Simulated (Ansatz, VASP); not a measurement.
## Al: VASP beside Ansatz

INCAR

```
SYSTEM = Al
PREC = Accurate
ENCUT = 520
EDIFF = 1E-7
ISMEAR = -1
SIGMA = 0.15
LREAL = .False.
LASPH = .True.
NELM = 80
ALGO = Normal
ISIF = 2
LWAVE = .False.
LCHARG = .True.
LELF = .True.
LVHAR = .True.
NBANDS = 10
```

The input KPOINTS:

```
Automatic mesh
0
Gamma
  14 14 7
  0 0 0
```

File POSCAR:

```
Al
1.0
    2.7562062430      0.0000000000      0.0000000000
   -1.3781031264      2.3869446244      0.0000000000
    0.0000000000      0.0000000000      5.0675239484
Al
2
Direct
    0.6666666667      0.3333333333      0.7500000000
    0.3333333333      0.6666666667      0.2500000000
```

Input for Ansatz:

```yaml
crystal:
  lattice:
    - [2.756206243, 0.0, 0.0]
    - [-1.3781031263999999, 2.3869446244, 0.0]
    - [0.0, 0.0, 5.067523948354853]
  atoms:
    - { symbol: Al, position: [0.6666666666666666, 0.3333333333333333, 0.75] }
    - { symbol: Al, position: [0.3333333333333333, 0.6666666666666666, 0.25] }
basis:
  ecutwfc: 520.0
kpoints:
  mp_grid:
    grid: [14, 14, 7]
hamiltonian:
  xc: lda
  pseudopotentials:
    kind: paw
scf:
  occupations:
    method: fermi_dirac
    width: 0.15
output:
  stress: true
```

This isn't the form of Al at room conditions, which is fcc.

Alike in both runs: task single point; functional LDA; k mesh 14 × 14 × 7; occupations fermi-dirac, width 0.15 eV; no spin polarisation.

|  | VASP | Ansatz |
| --- | --- | --- |
| version | VASP 6.6.1 | Ansatz 0.2.0 |
| potentials or method | VASP PAW LDA potentials, release 64 (Al) | plane waves, PAW |
| plane-wave cutoff (eV) | 520 | 520 |
| valence electrons in the cell | 6 | 6 |

Ansatz gave:

```
pressure (GPa)                                  : -2.0
largest component of the traceless stress (GPa) : 4.44
```

Task: Which values does VASP return?

Result: Pressure (GPa): -1.9; largest component of the traceless stress (GPa): 4.48.
